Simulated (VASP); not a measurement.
# As (C2/m) in VASP: single point with PBE

Aim: the single point of As with PBE.

Everything below comes from runs of VASP 6.6.1. Logs are shortened: lines on timing, memory, paths and dates and some standing lists are left out, and cuts for length are marked.

## 1. The crystal as given

The structure is monoclinic, space group C2/m (No. 12). The conventional cell has a = 6.164 Å, b = 3.473 Å, c = 4.299 Å, α = 90.00°, β = 91.70°, γ = 90.00°. Around As (site symmetry m) lie 5 As at 2.42 to 2.48 Å. As (site symmetry 2/m) has 6 As at 2.42 to 2.46 Å as nearest neighbours.

The cell was built by a generator and needn't be a form met in nature.

## 2. Single point, PBE

Input file INCAR:

```
SYSTEM = As
  PREC = Accurate
  ENCUT = 520
  EDIFF = 1E-7
  ISMEAR = 0
  SIGMA = 0.1
  LREAL = .False.
  LASPH = .True.
  NELM = 100
  ALGO = Fast
  ISIF = 2
  LWAVE = .False.
  LCHARG = .False.
  GGA = PE
  NBANDS = 14
```

Input file KPOINTS:

```
regular mesh
0
Gamma
  6 6 4
  0 0 0
```

Input file POSCAR:

```
As
1.0
    3.0818825500     -1.7365469700      0.0000000000
    3.0818825500      1.7365469700      0.0000000000
   -0.1277496700      0.0000000000      4.2969116000
As
3
Direct
    0.3176870000      0.3176870000      0.6840320200
    0.6823130000      0.6823130000      0.3159679800
    0.0000000000      0.0000000000      0.0000000000
```

Potentials or basis: VASP PAW PBE potentials, release 64 (As).

Run with:

```sh
cat potpaw_PBE.64/As/POTCAR > POTCAR
mpirun -np 1 vasp_std > vasp.out
```

OUTCAR:

```text
SYSTEM = As
   PREC = Accurate
   ENCUT = 520
   EDIFF = 1E-7
   ISMEAR = 0
   LREAL = .False.
   LASPH = .True.
   NELM = 100
   ISIF = 2
   GGA = PE

 ion  position               nearest neighbor table
   1  0.318  0.318  0.684-   3 2.42   3 2.46   3 2.46   2 2.48   2 2.48   2 2.79
   2  0.682  0.682  0.316-   3 2.42   3 2.46   3 2.46   1 2.48   1 2.48   1 2.79
   3  0.000  0.000  0.000-   1 2.42   2 2.42   2 2.46   2 2.46   1 2.46   1 2.46

  LATTYP: Found a base centered monoclinic cell.
 ALAT       =     6.1637651000
 B/A-ratio  =     0.5634695488
 C/A-ratio  =     0.6974325184
 COS(beta)  =    -0.0297174482

  Lattice vectors:

 A1 = (   3.0818825500,  -1.7365469700,   0.0000000000)
 A2 = (   3.0818825500,   1.7365469700,   0.0000000000)
 A3 = (  -0.1277496700,   0.0000000000,   4.2969116000)

Analysis of symmetry for initial positions (statically):
=====================================================================
 Subroutine PRICEL returns:
 Original cell was already a primitive cell.

 Routine SETGRP: Setting up the symmetry group for a
 base centered monoclinic supercell.

 Subroutine GETGRP returns: Found  4 space group operations
 (whereof  4 operations were pure point group operations)
 out of a pool of  4 trial point group operations.

The static configuration has the point symmetry C_2h.

Analysis of symmetry for dynamics (positions and initial velocities):
=====================================================================
 Subroutine PRICEL returns:
 Original cell was already a primitive cell.

 Routine SETGRP: Setting up the symmetry group for a
 base centered monoclinic supercell.

 Subroutine GETGRP returns: Found  4 space group operations
 (whereof  4 operations were pure point group operations)
 out of a pool of  4 trial point group operations.

The dynamic configuration has the point symmetry C_2h.

 Subroutine INISYM returns: Found  4 space group operations
 (whereof  4 operations are pure point group operations),
 and found     1 'primitive' translations

----------------------------------------------------------------------------------------

                                     Primitive cell

  volume of cell :      45.9927

  direct lattice vectors                    reciprocal lattice vectors
     3.081882550 -1.736546970  0.000000000     0.162238499 -0.287927714  0.004823445
     3.081882550  1.736546970  0.000000000     0.162238499  0.287927714  0.004823445
    -0.127749670  0.000000000  4.296911600     0.000000000  0.000000000  0.232725290

  length of vectors
     3.537456068  3.537456068  4.298810216     0.330525286  0.330525286  0.232725290

  position of ions in fractional coordinates (direct lattice)
     0.317687000  0.317687000  0.684032020
     0.682313000  0.682313000  0.315967980
     0.000000000  0.000000000  0.000000000

  ion indices of the primitive-cell ions
   primitive index   ion index
                 1           1
                 2           2
                 3           3

----------------------------------------------------------------------------------------

 KPOINTS: regular mesh

Automatic generation of k-mesh.
 Grid dimensions read from file:
 generate k-points for:    6    6    4

 Generating k-lattice:

  Cartesian coordinates                     Fractional coordinates (reciprocal lattice)
     0.027039750 -0.047987952  0.000803907     0.166666667  0.000000000  0.000000000
     0.027039750  0.047987952  0.000803907     0.000000000  0.166666667  0.000000000
     0.000000000  0.000000000  0.058181323     0.000000000  0.000000000  0.250000000

  Length of vectors
     0.055087548  0.055087548  0.058181323

  Shift w.r.t. Gamma in fractional coordinates (k-lattice)
     0.000000000  0.000000000  0.000000000

 Subroutine IBZKPT returns following result:
 ===========================================

 Found     47 irreducible k-points:

 Following reciprocal coordinates:
            Coordinates               Weight
  0.000000  0.000000  0.000000      1.000000
  0.166667 -0.000000  0.000000      4.000000
  0.333333 -0.000000  0.000000      4.000000
  0.500000 -0.000000  0.000000      2.000000
  0.166667  0.166667  0.000000      2.000000
  0.333333  0.166667  0.000000      4.000000
[... 16 lines left out ...]
 -0.333333  0.166667  0.250000      4.000000
 -0.166667  0.166667  0.250000      4.000000
 [... further k-points ...]
   k-points           NKPTS =     47   k-points in BZ     NKDIM =     47   number of bands    NBANDS=     14
   number of dos      NEDOS =    301   number of ions     NIONS =      3
   total plane-waves  NPLWV =  25088
   dimension x,y,z NGX =    28 NGY =   28 NGZ =   32
   dimension x,y,z NGXF=    56 NGYF=   56 NGZF=   64
   ions per type =               3
   NGX,Y,Z   is equivalent  to a cutoff of  13.16, 13.16, 12.38 a.u.
   NGXF,Y,Z  is equivalent  to a cutoff of  26.32, 26.32, 24.75 a.u.
 SYSTEM =  As
   PREC   = accura    normal or accurate (medium, high low for compatibility)
   ISTART =      0    job   : 0-new  1-cont  2-samecut
   ICHARG =      2    charge: 1-file 2-atom 10-const
   ISPIN  =      1    spin polarized calculation?
   LNONCOLLINEAR =      F non collinear calculations
   LSORBIT =      F    spin-orbit coupling
   LASPH  =      T    aspherical Exc in radial PAW
   ENCUT  =  520.0 eV  38.22 Ry    6.18 a.u.   6.58  6.58  7.99*2*pi/ulx,y,z
   NELM   =    100;   NELMIN=  2; NELMDL= -5     # of ELM steps
   EDIFF  = 0.1E-06   stopping-criterion for ELM
   LREAL  =      F    real-space projection
   EDIFFG = 0.1E-05   stopping-criterion for IOM
   NSW    =      0    number of steps for IOM
   IBRION =     -1    ionic relax: 0-MD 1-quasi-New 2-CG
   NFREE  =      0    steps in history (QN), initial steepest desc. (CG)
   ISIF   =      2    stress and relaxation
   ISYM   =      2    0-nonsym 1-usesym 2-fastsym
   POTIM  = 0.5000    time-step for ionic-motion
   TEBEG  =    0.0;   TEEND  =   0.0 temperature during run
   PSTRESS=    0.0 pullay stress
   NELECT =      15.0000    total number of electrons
   NUPDOWN=      -1.0000    fix difference up-down
   EMIN   =  10.00;   EMAX   =-10.00  energy-range for DOS
   EFERMI =   0.00;   METHOD = LEGACY
   ISMEAR =     0;   SIGMA  =   0.10  broadening in eV -4-tet -1-fermi 0-gaus
   EFERMI_NEDOS =   21; number of points for ismear=-14 and -15
   IALGO  =     68    algorithm
   IMIX   =      4    mixing-type and parameters
     AMIX     =   0.40;   BMIX     =  1.00
     AMIX_MAG =   1.60;   BMIX_MAG =  1.00
  volume/ion in A,a.u.               =      15.33       103.46
  Fermi-wavevector in a.u.,A,eV,Ry     =   1.126875  2.129484 17.277307  1.269846
  Thomas-Fermi vector in A             =   2.263558
   LORBIT       =      0    0 simple, 1 ext, 2 COOP (PROOUT), +10 PAW based schemes
   GGA     = PE    functional components
   LHFCALC =     F    Hartree Fock is set to
   AEXX    =    0.0000 exact exchange contribution
   IVDW    =     0    specifies the selected vdW correction
   LEPSILON=     F    determine dielectric tensor
   LRPA    =     F    only Hartree local field effects (RPA)
 non-spin polarized calculation
 RMM-DIIS sequential band-by-band and
 Gauss-broadening in eV      SIGMA  =   0.10
  energy-cutoff  :      520.00
  volume of cell :       45.99
 maximum number of plane-waves:      1266
 NGX is ok and might be reduce to    28
   NGX = 13   NGY = 13   NGZ = 15

 number of electron      15.0000001 magnetization

 Free energy of the ion-electron system (eV)
  ---------------------------------------------------
  ext. energy  EPLUGINS =         0.00000000
  ---------------------------------------------------
  free energy    TOTEN  =       -11.82655668 eV

  energy without entropy =      -11.81776272  energy(sigma->0) =      -11.82215970

 E-fermi :   9.3726     XC(G=0): -11.5738

 val. band max:        9.3538117028   @ k =  -0.1667   0.1667   0.0000
 cond. band min:       9.3971612299   @ k =  -0.3333   0.0000   0.2500
 fundamental gap:      0.0433495271
 Fermi energy:         9.3725743163

 k-point     1 :       0.0000    0.0000    0.0000
  band No.  band energies     occupation
      1      -8.5036      2.00000
      2      -1.1243      2.00000
      3      -0.6714      2.00000
      4       6.3040      2.00000
      5       6.9452      2.00000
      6       7.2784      2.00000
      7       7.8694      2.00000
      8       9.3433      1.32149
      9       9.9625      0.00000
     10      13.6251      0.00000
     11      14.6284      0.00000
     12      14.7168      0.00000
     13      17.1194      0.00000
     14      17.2517      0.00000

 k-point     2 :       0.1667   -0.0000    0.0000
  band No.  band energies     occupation
      1      -8.0686      2.00000
      2      -0.9415      2.00000
      3      -0.4531      2.00000
      4       3.6107      2.00000
      5       5.1183      2.00000
      6       6.0296      2.00000
      7       9.3477      1.27516
      8      11.4947      0.00000
      9      11.5828      0.00000
     10      12.8377      0.00000
     11      13.2359      0.00000
     12      13.7161      0.00000
     13      14.8644      0.00000
     14      16.2443      0.00000
[... 343 lines left out ...]
      1      -5.0552      2.00000
      2      -3.0794      2.00000
      3      -0.9355      2.00000
      4       0.8904      2.00000
      5       3.1166      2.00000
      6       5.5319      2.00000
      7       6.4641      2.00000
      8      10.4092      0.00000
      9      11.5475      0.00000
     10      12.4547      0.00000
     11      13.1875      0.00000
     12      16.3962      0.00000
     13      17.5391      0.00000
     14      18.9735      0.00000

 k-point    24 :      -0.1667    0.1667    0.2500
  band No.  band energies     occupation
      1      -6.7292      2.00000
      2      -3.0441      2.00000
      3       0.4152      2.00000
      4       2.4180      2.00000
      5       5.1756      2.00000
      6       5.6778      2.00000
      7       6.6084      2.00000
      8       9.2223      1.96645
      9      12.6292      0.00000
     10      13.2224      0.00000
     11      13.4086      0.00000
     12      14.2095      0.00000
     13      16.3356      0.00000
     14      17.6071      0.00000

 [... further k-points ...]

------------------------ aborting loop because EDIFF is reached ----------------------------------------

  FORCE on cell =-STRESS in cart. coord.  units (eV):
  Direction    XX          YY          ZZ          XY          YZ          ZX
  --------------------------------------------------------------------------------------
  -------------------------------------------------------------------------------------
  Total       12.6133250     12.6494923     12.6396513      0.0000000      0.0000000      0.3240511
  in kB      439.3909784    440.6508838    440.3080655      0.0000000      0.0000000     11.2884674
  external PRESSURE =     440.1166426 kB  Pullay stress =       0.0000000 kB

 VOLUME and BASIS-vectors are now :
 -----------------------------------------------------------------------------
  energy-cutoff  :      520.00
  volume of cell :       45.99
      direct lattice vectors                 reciprocal lattice vectors
     3.081882550 -1.736546970  0.000000000     0.162238499 -0.287927714  0.004823445
     3.081882550  1.736546970  0.000000000     0.162238499  0.287927714  0.004823445
    -0.127749670  0.000000000  4.296911600     0.000000000  0.000000000  0.232725290

 POSITION                                       TOTAL-FORCE (eV/Angst)
 -----------------------------------------------------------------------------------
      1.87076      0.00000      2.93923         1.097794     -0.000000     -1.421380
      4.16525      0.00000      1.35769        -1.097794     -0.000000      1.421380
      0.00000      0.00000      0.00000         0.000000      0.000000      0.000000
 -----------------------------------------------------------------------------------
    total drift:                                0.000000     -0.000000      0.000000

  FREE ENERGIE OF THE ION-ELECTRON SYSTEM (eV)
  ---------------------------------------------------
  free  energy   TOTEN  =       -11.8265566840 eV

  energy  without entropy=      -11.8177627191  energy(sigma->0) =      -11.82215970
```

Run time: 17 s. Hardware: 1 thread of Intel Xeon Platinum 8559C (Emerald Rapids), shared host; peak memory 0.16 GiB.

What came out:

| Item | Value |
| --- | --- |
| Free energy | -11.8266 eV |
| Pressure | 44.0 GPa |
| Largest force | 1.796 eV/Å |
| Band gap on the k mesh | none (metal or under the smearing width) |

Forces on the atoms (eV/Å):
```
As   1.098  0.000 -1.421
As  -1.098  0.000  1.421
As   0.000  0.000  0.000
```

Caveat: the k mesh is coarse (spacing up to 0.37 Å⁻¹), so the values aren't converged; a pressure of tens of GPa on the cell as given is suspect, and the run, the potentials or the cell itself is likely at fault; forces of over 1 eV/Å show positions far from the minimum, so gaps and moduli don't describe the material at rest.
